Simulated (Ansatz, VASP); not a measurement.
LiCl in VASP and in Ansatz

INCAR

```
ALGO = Normal ; EDIFF = 1E-7
ENCUT = 520 ; GGA = PE
ISIF = 2 ; ISMEAR = 0
LASPH = True ; LCHARG = False
LREAL = False ; LWAVE = False
NBANDS = 12 ; NELM = 80
PREC = Accurate ; SIGMA = 0.05
```

KPOINTS

```
k-points
0
Gamma
  8 8 8
```

Contents of POSCAR:

```
LiCl
1.0
    0.0000000000      2.5647600000      2.6417028000
    2.5647600000      0.0000000000      2.6417028000
    2.5647600000      2.5647600000      0.0000000000
Li Cl
1 1
Direct
    0.0000000000      0.0000000000      0.0000000000
    0.5000000000      0.5000000000      0.5000000000
```

Input for Ansatz:

```yaml
crystal:
  lattice:
    - [0.0, 2.56476, 2.6417028]
    - [2.56476, 0.0, 2.6417028]
    - [2.56476, 2.56476, 0.0]
  atoms:
    - { symbol: Li, position: [0.0, 0.0, 0.0] }
    - { symbol: Cl, position: [0.5, 0.5, 0.5] }
basis:
  ecutwfc: 420
kpoints:
  mp_grid: { grid: [8, 8, 8] }
hamiltonian:
  xc: pbe
scf:
  occupations: { method: gaussian, width: 0.05 }
output:
  forces: true
  stress: true
  eigenvalues: true
```

Change from the starting cell: strain +0.000 along x and y, +0.030 along z, atoms carried along.

Alike in both runs: task single point; functional PBE; k mesh 8 × 8 × 8; occupations gaussian, width 0.05 eV; no spin polarisation.

|  | VASP | Ansatz |
| --- | --- | --- |
| version | VASP 6.6.1 | Ansatz 0.2.0 |
| potentials or method | VASP PAW PBE potentials, release 64 (Li_sv, Cl) | scalar-relativistic, plane waves, PAW |
| plane-wave cutoff (eV) | 520 | 420 |
| valence electrons in the cell | 10 | 10 |

```tsv
	VASP	Ansatz	Ansatz less VASP
gap on the k mesh at the Fermi level (eV)	6.13	6.12	-0.012
least direct gap on the mesh (eV)	6.13	6.12	-0.012
```

 A k mesh can miss the band edges.
